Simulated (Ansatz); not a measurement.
**Structure optimisation: lanthanum, fcc**

All numbers below come from DFT, RPBE, plane waves (420 eV) with PAW, scalar-relativistic (Ansatz). The PAW files were generated under PBE, with cores re-solved for the functional.

k-point mesh 10×10×10, Fermi-Dirac smearing 0.1 eV, no spin polarisation. Cell and atoms relax.

Starting structure:

```
La
1.0
     0.00000    2.65465    2.65465
     2.65465    0.00000    2.65465
     2.65465    2.65465    0.00000
La
1
Direct
  0.00000 0.00000 0.00000
```

Q: The pressure at the start is 1.2 GPa. By how much does the volume change?

A: From 37.42 to 39.20 Å³ per atom, 4.8 %. The final cell has a = 5.393 Å.

Q: How much energy does the relaxation gain?

A: 6.5 meV per atom.

Path of the relaxation (the plane waves are chosen anew near the end, which can shift the energy a little):

| step | E − E(final) (meV/atom) | V (Å³/atom) | P (GPa) | max force (eV/Å) |
| --- | --- | --- | --- | --- |
| 0 | 6.52 | 37.416 | 1.18 | 0.000 |
| 1 | 1.01 | 38.509 | 0.45 | 0.000 |
| 2 | 0.04 | 39.205 | 0.01 | 0.000 |
| 3 | 0.00 | 39.205 | 0.01 | 0.000 |
